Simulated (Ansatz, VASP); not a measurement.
One calculation of GaN, two programs

INCAR

```
  ALGO = Normal
  EDIFF = 1E-6
  ENCUT = 520
  ISIF = 2
  ISMEAR = -1
  LASPH = True
  LCHARG = False
  LREAL = False
  LWAVE = False
  NBANDS = 16
  NELM = 80
  PREC = Accurate
  SIGMA = 0.05
```

Contents of KPOINTS:

```
k-points
0
Gamma
  11 11 11
```

File POSCAR:

```
GaN
1.0
    0.0000000000      2.1352350000      2.1352350000
    2.1352350000      0.0000000000      2.1352350000
    2.1352350000      2.1352350000      0.0000000000
Ga N
1 1
Direct
    0.0000000000      0.0000000000      0.0000000000
    0.5000000000      0.5000000000      0.5000000000
```

The input input.yaml:

```yaml
crystal:
  lattice:
    - [0.0, 2.135235, 2.135235]
    - [2.135235, 0.0, 2.135235]
    - [2.135235, 2.135235, 0.0]
  atoms:
    - { symbol: Ga, position: [0.0, 0.0, 0.0] }
    - { symbol: "N", position: [0.5, 0.5, 0.5] }
hamiltonian:
  xc: lda
  pseudopotentials: { kind: paw }
kpoints:
  mp_grid: { grid: [11, 11, 11] }
  band_path:
    path:
      - [[0.0, 0.0, 0.0], [0.5, 0.0, 0.5], [0.5, 0.25, 0.75], [0.375, 0.375, 0.75], [0.0, 0.0, 0.0], [0.5, 0.5, 0.5], [0.625, 0.25, 0.625], [0.5, 0.25, 0.75], [0.5, 0.5, 0.5], [0.375, 0.375, 0.75]]
      - [[0.625, 0.25, 0.625], [0.5, 0.0, 0.5]]
    npoints: 14
scf:
  occupations: { method: fermi_dirac, width: 0.05 }
  n_extra_bands: 6
output:
  forces: true
  stress: true
  eigenvalues: true
  fatbands: true
```

Measurements of this composition are mostly on another form, of space group No. 186.

Alike in both runs: functional LDA; k mesh 11 × 11 × 11; occupations fermi-dirac, width 0.05 eV; no spin polarisation.

|  | VASP | Ansatz |
| --- | --- | --- |
| version | VASP 6.6.1 | Ansatz 0.2.0 |
| potentials or method | VASP PAW LDA potentials, release 64 (Ga_d, N) | Ansatz PAW |
| plane-wave cutoff (eV) | 520 | 420 |
| valence electrons in the cell | 18 | 18 |
| task | single point | band structure |

Ansatz gave:

```
gap on the k mesh at the Fermi level (eV) : 0.35
least direct gap on the mesh (eV)         : 2.42
pressure (GPa)                            : -13.6
```

Task: Estimate VASP's values.

Result: gap on the k mesh at the Fermi level (eV): 0.36; least direct gap on the mesh (eV): 2.45; pressure (GPa): -12.4.

Caveats: an odd mesh through Γ misses points on the zone boundary, where band edges often lie (VASP); the k mesh misses the band edges, so the gap on the mesh is wider than the one along the path (Ansatz); the pressure holds a Pulay correction of +0.7 GPa for the finite cutoff (Ansatz); the PAW data sets come from PBE, with cores solved anew for the run's functional, which leaves a small shift of forces and pressure (Ansatz).
